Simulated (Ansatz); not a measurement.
Data:

CsI:
```yaml
crystal:
  lattice:
    - [4.66629, 0.00000, 0.00000]
    - [0.00000, 4.66629, 0.00000]
    - [0.00000, 0.00000, 4.66629]
  atoms:
    - { symbol: Cs, position: [0.00000, 0.00000, 0.00000] }
    - { symbol: I, position: [0.50000, 0.50000, 0.50000] }
```

This is the PBE-relaxed structure.

Q: All from plane-wave PAW PBE (Ansatz code), unless another level is named. Predict the gap with spin–orbit coupling.

A: 3.46 eV.

Q: Predict the band gap.

A: 3.69 eV (indirect).

Q: Next, the hole effective mass?

A: 0.45, 3.2, 3.2 mₑ (principal values).

Q: And the HSE06 gap on the PBE cell?

A: 4.67 eV.

Q: Next, the conduction-band minimum?

A: at Γ.

Space group Pm-3m (CsCl type). The cell was relaxed with PBE under the symmetry of its start. Scalar-relativistic: spin–orbit coupling is off unless named, which matters more the heavier the elements.

Potentials: the later of the program's two PAW sets.
